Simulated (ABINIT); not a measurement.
# TePb (Fm-3m) in ABINIT: notebook

The runs below take TePb through band structure, equation of state, with r2SCAN, BLYP, PW91, OLYP.

Everything below comes from runs of ABINIT 10.8.3 (patched build). Logs are shortened: lines on timing, memory, paths and dates and some standing lists are left out, and cuts for length are marked. The log counts tension as positive stress, the text compression.

**What was measured.**

A printed reference work, monograph reports, for a bulk crystal of TePb at 4.2 K: band gap 0.19 eV (direct).

The runs below are set against these values where they give the same quantity.

**1. Starting point**

Symmetry: Fm-3m, No. 225, cubic system. Conventional cell: a = 6.462 Å, b = 6.462 Å, c = 6.462 Å, α = 90.00°, β = 90.00°, γ = 90.00°. Pb (site symmetry m-3m) is surrounded by 6 Te at 3.23 Å. Te (site symmetry m-3m) is surrounded by 6 Pb at 3.23 Å.

**2. Band structure, r2SCAN**

Input file run.abi:

```
# Datasets: ground state, then fixed potential
ndtset 2

# Pseudopotentials
pp_dirpath "./"
pseudos "Pb.GGA_PBE-JTH_sp.xml, Te.GGA_PBE-JTH.xml"

# Structure
acell 8.6347709725 8.6347709725 8.6347709725
rprim
     0.0000000000     0.7071067812     0.7071067812
     0.7071067812     0.0000000000     0.7071067812
     0.7071067812     0.7071067812     0.0000000000
ntypat 2
znucl 82 52
natom 2
typat 1 2
xred
     0.0000000000     0.0000000000     0.0000000000
     0.5000000000     0.5000000000     0.5000000000

# Plane-wave basis
ecut 489.804952 eV
pawecutdg 36.0

# Exchange and correlation
ixc -497498
usekden 1
pawxcdev 0

# Bands and occupations
occopt 3
tsmear 0.05 eV

# SCF cycle
nstep 100

# Output
iomode 3
prtwf 0
prteig 0
prtebands 0
enunit 1
prtden1 1
prtkden1 1

# Dataset 1
kptopt1 1
ngkpt1 7 7 7
nshiftk1 1
shiftk1 0.0 0.0 0.0
nband1 9
tolvrs1 1.0e-7

# Dataset 2: bands along G-X-W-K-G-L-U-W-L-K
iscf2 -2
getden2 1
getkden2 1
nband2 13
nbdbuf2 2
tolwfr2 1.0e-12
kptopt2 -9
ndivsm2 8
prteig2 1
kptbounds2
     0.0000000000     0.0000000000     0.0000000000
     0.5000000000     0.0000000000     0.5000000000
     0.5000000000     0.2500000000     0.7500000000
     0.3750000000     0.3750000000     0.7500000000
     0.0000000000     0.0000000000     0.0000000000
     0.5000000000     0.5000000000     0.5000000000
     0.6250000000     0.2500000000     0.6250000000
     0.5000000000     0.2500000000     0.7500000000
     0.5000000000     0.5000000000     0.5000000000
     0.3750000000     0.3750000000     0.7500000000
```

Potentials or basis: JTH PAW PBE v2.0 sp.

The run is started by

```console
$ abinit run.abi > log 2>&1
```

run.abo:

```text
.Version 10.8.3 of ABINIT
 DATASET    1 : space group Fm -3 m (#225); Bravais cF (face-center cubic)
================================================================================
 Values of the parameters that define the memory need for DATASET  1.
     intxc =       0    ionmov =       0      iscf =      17    lmnmax =      13
     lnmax =       5     mgfft =      36  mpssoang =       3    mqgrid =    3001
     natom =       2  nloc_mem =       2    nspden =       1   nspinor =       1
    nsppol =       1      nsym =      48    n1xccc =       1    ntypat =       2
    occopt =       3   xclevel =       2
       mpw =        1678          nfft =       46656          nkpt =          20
 PAW method is used; the additional fine FFT grid is defined by:
   mgfftf=        48    nfftf =    110592
================================================================================
================================================================================

 DATASET    2 : space group Fm -3 m (#225); Bravais cF (face-center cubic)
================================================================================
 Values of the parameters that define the memory need for DATASET  2.
     intxc =       0    ionmov =       0      iscf =      -2    lmnmax =      13
     lnmax =       5     mgfft =      36  mpssoang =       3    mqgrid =    3001
     natom =       2  nloc_mem =       2    nspden =       1   nspinor =       1
    nsppol =       1      nsym =      48    n1xccc =       1    ntypat =       2
    occopt =       3   xclevel =       2
       mpw =        1682          nfft =       46656          nkpt =         139
 PAW method is used; the additional fine FFT grid is defined by:
   mgfftf=        48    nfftf =    110592
================================================================================
================================================================================

--------------------------------------------------------------------------------
------------- Echo of variables that govern the present computation ------------
--------------------------------------------------------------------------------
 -outvars: echo values of preprocessed input variables --------
            acell      8.6347709725E+00  8.6347709725E+00  8.6347709725E+00 Bohr
              amu      2.07200000E+02  1.27600000E+02
             ecut      1.80000000E+01 Hartree
           enunit           1
           getden1          0
           getden2          1
          getkden1          0
          getkden2          1
             iscf1         17
             iscf2         -2
                       outvar_i_n : Printing only first  50 k-points.
              ixc     -497498
           jdtset        1    2
                       outvar_i_n : Printing only first  50 k-points.
           kptopt1          1
           kptopt2         -9
         kptrlatt        7    0    0      0    7    0      0    0    7
          kptrlen1     6.04433968E+01
          kptrlen2     3.00000000E+01
            natom           2
            nband1          9
            nband2         13
           nbdbuf1          0
           nbdbuf2          2
           ndtset           2
           ndivsm1          0
           ndivsm2          8
            ngfft          36      36      36
          ngfftdg          48      48      48
             nkpt1         20
             nkpt2        139
            nstep         100
             nsym          48
           ntypat           2
           occopt           3
        pawecutdg      3.60000000E+01 Hartree
         pawxcdev           0
        prtebands           0
           prteig1          0
           prteig2          1
          prtkden           1
            prtwf           0
            rprim      0.0000000000E+00  7.0710678120E-01  7.0710678120E-01
                       7.0710678120E-01  0.0000000000E+00  7.0710678120E-01
                       7.0710678120E-01  7.0710678120E-01  0.0000000000E+00
           shiftk1     0.00000000E+00  0.00000000E+00  0.00000000E+00
           shiftk2     5.00000000E-01  5.00000000E-01  5.00000000E-01
          spgroup         225
           tolvrs1     1.00000000E-07
           tolvrs2     0.00000000E+00
           tolwfr1     0.00000000E+00
           tolwfr2     1.00000000E-12
           tsmear      1.83746611E-03 Hartree
            typat      1  2
          usekden           1
           useylm           1
                       outvars : Printing only first  50 k-points.
           xangst      0.0000000000E+00  0.0000000000E+00  0.0000000000E+00
                       3.2309999979E+00  3.2309999979E+00  3.2309999979E+00
            xcart      0.0000000000E+00  0.0000000000E+00  0.0000000000E+00
                       6.1057051088E+00  6.1057051088E+00  6.1057051088E+00
[... 229 lines left out ...]
 Angles (23,13,12)=  6.00000000E+01  6.00000000E+01  6.00000000E+01 degrees

[... 34 lines left out ...]
  6.78E-13  3.06E-13  4.26E-13  9.16E-13  6.96E-13
 -5.4576E-01 -4.5607E-01 -3.1049E-01 -2.4214E-01 -2.3236E-01 -9.2707E-03
 -5.0513E-03  4.9098E-02  8.2452E-02  1.7762E-01  1.8715E-01  2.1321E-01
  2.2054E-01

Result for kinetic energy density :

--------------------------------------------------------------------------------
 Total kinetic energy density [Ha/Bohr^3]
)     Maximum=    5.7296E-02  at reduced coord.    0.5000    0.5000    0.5000
)     Minimum=    1.0091E-03  at reduced coord.    0.2500    0.2500    0.2500
   Integrated=    3.6697E+00
--------------------------------------------------------------------------------

--- !ResultsGS
iteration_state: {dtset: 2, }
comment   : Summary of ground state results
lattice_vectors:
- [  0.0000000,   6.1057051,   6.1057051, ]
- [  6.1057051,   0.0000000,   6.1057051, ]
- [  6.1057051,   6.1057051,   0.0000000, ]
lattice_lengths: [   8.63477,    8.63477,    8.63477, ]
lattice_angles: [ 60.000,  60.000,  60.000, ] # degrees, (23, 13, 12)
lattice_volume:   4.5523691E+02
convergence: {deltae:  0.000E+00, res2:  0.000E+00, residm:  9.994E-13, diffor:  0.000E+00, }
etotal    :   6.45345370E+01
entropy   :   0.00000000E+00
fermie    :  -1.32258853E-01
cartesian_stress_tensor: null
pressure_GPa: null
xred      :
- [  0.0000E+00,   0.0000E+00,   0.0000E+00, Pb]
- [  5.0000E-01,   5.0000E-01,   5.0000E-01, Te]
cartesian_forces: null
force_length_stats: {min: null, max: null, mean: null, }
...

 Integrated electronic density in atomic spheres:
 ------------------------------------------------
 Atom  Sphere_radius  Integrated_density
    1        2.91365          2.52777612
    2        2.31107          3.15463428

================================================================================

 ----iterations are completed or convergence reached----

 Mean square residual over all n,k,spin=   58.679E-14; max=  99.936E-14
 reduced coordinates (array xred) for    2 atoms
       0.000000000000      0.000000000000      0.000000000000
       0.500000000000      0.500000000000      0.500000000000

 cartesian coordinates (angstrom) at end:
    1      0.00000000000000     0.00000000000000     0.00000000000000
    2      3.23099999785981     3.23099999785981     3.23099999785981
 length scales=  8.634770972500  8.634770972500  8.634770972500 bohr
              =  4.569324016914  4.569324016914  4.569324016914 angstroms
 Eigenvalues (   eV  ) for nkpt= 139  k points:
 kpt#   1, nband= 13, wtk=  1.00000, kpt=  0.0000  0.0000  0.0000 (reduced coord)
 -16.66602   -9.80691   -5.60003   -5.60003   -5.60003    0.29512    0.29512    0.29512
   1.91369    1.91369    1.91369    3.65495    3.65496
 kpt#   2, nband= 13, wtk=  1.00000, kpt=  0.0217  0.0000  0.0217 (reduced coord)
 -16.66028   -9.82846   -5.60903   -5.60903   -5.56634    0.18887    0.29330    0.29330
   1.87924    1.94182    1.94182    3.65917    3.71463
 kpt#   3, nband= 13, wtk=  1.00000, kpt=  0.0435  0.0000  0.0435 (reduced coord)
 -16.64309   -9.89069   -5.63568   -5.63568   -5.46853   -0.09399    0.28942    0.28942
   1.78404    2.02444    2.02444    3.67179    3.81463
 kpt#   4, nband= 13, wtk=  1.00000, kpt=  0.0652  0.0000  0.0652 (reduced coord)
 -16.61454   -9.98730   -5.67901   -5.67901   -5.31599   -0.48357    0.28731    0.28731
   1.64579    2.15629    2.15629    3.69274    3.88431
 kpt#   5, nband= 13, wtk=  1.00000, kpt=  0.0870  0.0000  0.0870 (reduced coord)
 -16.57481  -10.10998   -5.73748   -5.73748   -5.12339   -0.92031    0.29140    0.29140
   1.48199    2.33072    2.33072    3.72186    3.94217
 kpt#   6, nband= 13, wtk=  1.00000, kpt=  0.1087  0.0000  0.1087 (reduced coord)
 -16.52412  -10.25028   -5.80914   -5.80914   -4.91171   -1.35931    0.30548    0.30548
[... 386 lines left out ...]
 -14.91443  -12.66717   -7.86883   -6.22038   -5.85614   -0.98825   -0.98312    1.26687
   2.17773    4.33780    4.81279    5.98669    6.23618
 kpt# 136, nband= 13, wtk=  1.00000, kpt=  0.4018  0.4018  0.6964 (reduced coord)
 -14.88674  -12.60198   -8.07784   -6.32808   -5.98999   -0.76310   -0.75411    1.61289
   1.93451    4.43071    4.84696    5.90337    6.18973
 kpt# 137, nband= 13, wtk=  1.00000, kpt=  0.3929  0.3929  0.7143 (reduced coord)
 -14.86528  -12.53708   -8.24632   -6.42588   -6.11249   -0.56173   -0.53498    1.71002
   1.89613    4.55720    4.90568    5.83388    6.13584
 kpt# 138, nband= 13, wtk=  1.00000, kpt=  0.3839  0.3839  0.7321 (reduced coord)
 -14.85255  -12.47319   -8.37080   -6.51303   -6.22348   -0.38985   -0.32867    1.50979
   2.10743    4.69836    4.98837    5.79509    6.07343
 kpt# 139, nband= 13, wtk=  1.00000, kpt=  0.3750  0.3750  0.7500 (reduced coord)
 -14.85102  -12.41038   -8.44875   -6.58896   -6.32284   -0.25227   -0.13745    1.33602
   2.24364    4.83323    5.09269    5.80171    6.00129

== END DATASET(S) ==============================================================
================================================================================

 -outvars: echo values of variables after computation  --------
            acell      8.6347709725E+00  8.6347709725E+00  8.6347709725E+00 Bohr
           etotal1     6.4534536987E+01
            fcart1    -0.0000000000E+00 -0.0000000000E+00 -0.0000000000E+00
                      -0.0000000000E+00 -0.0000000000E+00 -0.0000000000E+00
            rprim      0.0000000000E+00  7.0710678120E-01  7.0710678120E-01
                       7.0710678120E-01  0.0000000000E+00  7.0710678120E-01
                       7.0710678120E-01  7.0710678120E-01  0.0000000000E+00
           strten1    -5.1298591988E-05 -5.1298591988E-05 -5.1298591988E-05
                       0.0000000000E+00  0.0000000000E+00  0.0000000000E+00
           xangst      0.0000000000E+00  0.0000000000E+00  0.0000000000E+00
                       3.2309999979E+00  3.2309999979E+00  3.2309999979E+00
             xred      0.0000000000E+00  0.0000000000E+00  0.0000000000E+00
                       5.0000000000E-01  5.0000000000E-01  5.0000000000E-01
 Calculation completed.
```

Wall time 4.1 min (1 thread of Arm Neoverse V2, shared host); peak memory 0.17 GiB.

What came out:

```yaml
Free_energy: 1756.0742 eV
Pressure: 1.5 GPa
Band_gap_along_the_path: 1.03 eV, direct
Valence_electrons_inside_the_program's_atomic_spheres: Pb 2.53; Te 3.15
```

Levels at the corners of the path, in eV from the Fermi level:
```tsv
point	band 3	band 4	band 5	band 6	band 7	band 8
Γ	-2.00	-2.00	-2.00	3.89	3.89	3.89
X	-5.24	-3.50	-3.50	3.01	5.35	5.35
W	-4.51	-4.51	-0.99	1.34	5.08	5.08
K	-4.85	-2.99	-2.72	3.35	3.46	4.93
Γ	-2.00	-2.00	-2.00	3.89	3.89	3.89
L	-1.58	-1.58	-0.55	0.48	0.84	0.84
U	-4.85	-2.99	-2.72	3.35	3.46	4.93
W	-4.51	-4.51	-0.99	1.34	5.08	5.08
L	-1.58	-1.58	-0.55	0.48	0.84	0.84
K	-4.85	-2.99	-2.72	3.35	3.46	4.93
```

Caveat: this odd mesh misses L, where the gap lies, so gap, dielectric constants and Born charges aren't listed; totals of a meta-GGA on PAW files have another zero than those of a GGA; the PAW data sets were made with another functional, which shifts forces and pressure a little; spin-orbit coupling is left out, which moves the levels of the heavy elements; this set keeps more shells in the core, which shifts pressures and gaps.

**3. Band structure, BLYP**

run.abi: that of step 2 with these lines changed.

```diff
@@ -17,14 +17,12 @@
 typat 1 2
-xred
+xcart
      0.0000000000     0.0000000000     0.0000000000
-     0.5000000000     0.5000000000     0.5000000000
+     3.2310000000     3.2310000000     3.2310000000 Angstrom
 
 # Plane-wave basis
-ecut 489.804952 eV
-pawecutdg 36.0
+ecut 15.0
+pawecutdg 30.0
 
 # Exchange and correlation
-ixc -497498
-usekden 1
-pawxcdev 0
+ixc -106131
 
@@ -42,5 +40,4 @@
 prtebands 0
-enunit 1
+enunit 2
 prtden1 1
-prtkden1 1
 
@@ -52,3 +49,3 @@
 nband1 9
-tolvrs1 1.0e-7
+tolvrs1 1.0e-9
 
@@ -57,3 +54,2 @@
 getden2 1
-getkden2 1
 nband2 13
@@ -64,2 +60,3 @@
 prteig2 1
+prtvol2 -3
 kptbounds2
```

Potentials or basis: JTH PAW PBE v2.0 sp.

The run is started by

```console
$ abinit run.abi > log 2>&1
```

Run time: 47 s. Hardware: 1 thread of Arm Neoverse V2, shared host; peak memory 0.14 GiB.

The run converged. Its results:

```
Free energy                                           : -326.5410 eV
Pressure                                              : 5.5 GPa
Band gap along the path                               : 0.83 eV, direct
Valence electrons inside the program's atomic spheres : Pb 2.58; Te 3.16
```

Levels at the corners of the path, in eV from the Fermi level:
```
point  band 1  band 2  band 3  band 4  band 5  band 6  band 7  band 8  band 9  band 10
    Γ  -12.50   -6.23   -1.77   -1.77   -1.77    3.64    3.64    3.64    5.48     5.48
    X  -10.94   -7.92   -4.86   -3.20   -3.20    3.14    4.99    4.99    6.20     8.38
    W  -10.76   -8.58   -4.17   -4.17   -0.82    1.20    4.93    4.93    6.41     6.41
    K  -10.82   -8.55   -4.49   -2.72   -2.51    3.18    3.28    4.89    5.51     8.30
    Γ  -12.50   -6.23   -1.77   -1.77   -1.77    3.64    3.64    3.64    5.48     5.48
    L  -11.08   -9.14   -1.33   -1.33   -0.45    0.37    0.80    0.80    7.87     8.70
    U  -10.82   -8.55   -4.49   -2.72   -2.51    3.18    3.28    4.89    5.51     8.30
    W  -10.76   -8.58   -4.17   -4.17   -0.82    1.20    4.93    4.93    6.41     6.41
    L  -11.08   -9.14   -1.33   -1.33   -0.45    0.37    0.80    0.80    7.87     8.70
    K  -10.82   -8.55   -4.49   -2.72   -2.51    3.18    3.28    4.89    5.51     8.30
```

Caveat: this odd mesh misses L, where the gap lies, so gap, dielectric constants and Born charges aren't listed; the PAW data sets were made with another functional, which shifts forces and pressure a little; spin-orbit coupling is left out, which moves the levels of the heavy elements; this set keeps more shells in the core, which shifts pressures and gaps.

**4. Equation of state, PW91**

Input file run.abi:

```
# Datasets: one volume each
ndtset 7
getwfk -1
scalecart1 3*0.9795861087
scalecart2 3*0.9864848297
scalecart3 3*0.9932883884
scalecart4 3*1.0000000000
scalecart5 3*1.0066227096
scalecart6 3*1.0131594038
scalecart7 3*1.0196128224

# Pseudopotentials
pp_dirpath "./"
pseudos "Pb.GGA_PBE-JTH_sp.xml, Te.GGA_PBE-JTH.xml"

# Structure
acell 8.6347709725 8.6347709725 8.6347709725
rprim
     0.0000000000     0.7071067812     0.7071067812
     0.7071067812     0.0000000000     0.7071067812
     0.7071067812     0.7071067812     0.0000000000
ntypat 2
znucl 82 52
natom 2
typat 1 2
xred
     0.0000000000     0.0000000000     0.0000000000
     0.5000000000     0.5000000000     0.5000000000

# Plane-wave basis
ecut 15.0
pawecutdg 30.0

# k points
kptopt 1
ngkpt 7 7 7
nshiftk 1
shiftk 0.0 0.0 0.0

# Exchange and correlation
ixc -109134

# Bands and occupations
nband 9
occopt 3
tsmear 0.05 eV

# SCF cycle
nstep 100
tolvrs 1.0e-9

# Output
iomode 3
prtwf 1
prtden 0
prteig 0
prtebands 0
```

The run is started by

```console
$ abinit run.abi > log 2>&1
```

Wall time 61 s (1 thread of Arm Neoverse V2, shared host); peak memory 0.14 GiB.

It converged, with:

```
Equilibrium volume                      : 35.32 Å³/atom
Bulk modulus                            : 40 GPa
Pressure derivative of the bulk modulus : 4.7
```

Energy against volume, from the lowest point:
```tsv
volume (Å³/atom)	energy (meV/atom)
31.706	56.57
32.380	35.89
33.055	20.41
33.730	9.58
34.404	2.92
35.079	0.00
35.753	0.44
```

Caveat: pressures at fixed basis lie under the slope of the energies; this odd mesh misses L, where the gap lies, so gap, dielectric constants and Born charges aren't listed; the PAW data sets were made with another functional, which shifts forces and pressure a little; this set keeps more shells in the core, which shifts pressures and gaps.

**5. Equation of state, OLYP**

run.abi: that of step 4 with these lines changed.

```diff
@@ -16,3 +16,3 @@
 # Structure
-acell 8.6347709725 8.6347709725 8.6347709725
+acell 4.56932402 4.56932402 4.56932402 Angstrom
 rprim
@@ -40,3 +40,3 @@
 # Exchange and correlation
-ixc -109134
+ixc -110131
 
@@ -45,3 +45,3 @@
 occopt 3
-tsmear 0.05 eV
+tsmear 0.00183747
 
@@ -57 +57,2 @@
 prtebands 0
+enunit 1
```

The run is started by

```console
$ abinit run.abi > log 2>&1
```

Wall time 58 s (1 thread of Arm Neoverse V2, shared host); peak memory 0.14 GiB.

It converged, with:

| Quantity | Value |
| --- | --- |
| Equilibrium volume | 36.51 Å³/atom (rough: see the caveat) |
| Bulk modulus | 32 GPa (rough) |

Energy against volume, from the lowest point:
| volume (Å³/atom) | energy (meV/atom) |
| --- | --- |
| 31.706 | 80.22 |
| 32.380 | 56.43 |
| 33.055 | 37.43 |
| 33.730 | 22.71 |
| 34.404 | 11.82 |
| 35.079 | 4.36 |
| 35.753 | 0.00 |

Caveat: pressures at fixed basis lie under the slope of the energies; this odd mesh misses L, where the gap lies, so gap, dielectric constants and Born charges aren't listed; the minimum lies outside the volumes run; the PAW data sets were made with another functional, which shifts forces and pressure a little; this set keeps more shells in the core, which shifts pressures and gaps.

**6. Summary**

```tsv
task	level	cutoff (eV)	fine-grid cutoff	pressure (GPa)
band structure	r2SCAN	490	979.61 eV	1.5
band structure	BLYP	408	816.342 eV	5.5
equation of state	PW91	408	816.342 eV	-
equation of state	OLYP	408	816.342 eV	-
```

Alike in all rows: potentials or basis JTH PAW PBE v2.0 sp; no spin polarisation; cell as given; k mesh 7 × 7 × 7; smearing fermi-dirac 0.05 eV.

Caveats: the PAW data sets were made with another functional, which shifts forces and pressure a little; this set keeps more shells in the core, which shifts pressures and gaps; spin-orbit coupling is left out, which moves the levels of the heavy elements (some runs); pressures at fixed basis lie under the slope of the energies (some runs); totals of a meta-GGA on PAW files have another zero than those of a GGA (some runs); the minimum lies outside the volumes run (some runs).

Total energies depend on the potentials used, so only differences within one code and one set of settings carry meaning.

**7. How close it comes**

Step 2. A measured gap of TePb is 0.19 eV (direct; 4.2 K; a printed reference work, monograph); the calculated 1.03 eV misses it by +0.84 eV. Spin-orbit coupling on Pb, Te is left out. The value is that of r2SCAN, without temperature or zero-point motion.

Step 3. A measured gap of TePb is 0.19 eV (direct; 4.2 K; a printed reference work, monograph); the calculated 0.83 eV misses it by +0.64 eV. Spin-orbit coupling on Pb, Te is left out. The value is that of BLYP, without temperature or zero-point motion.
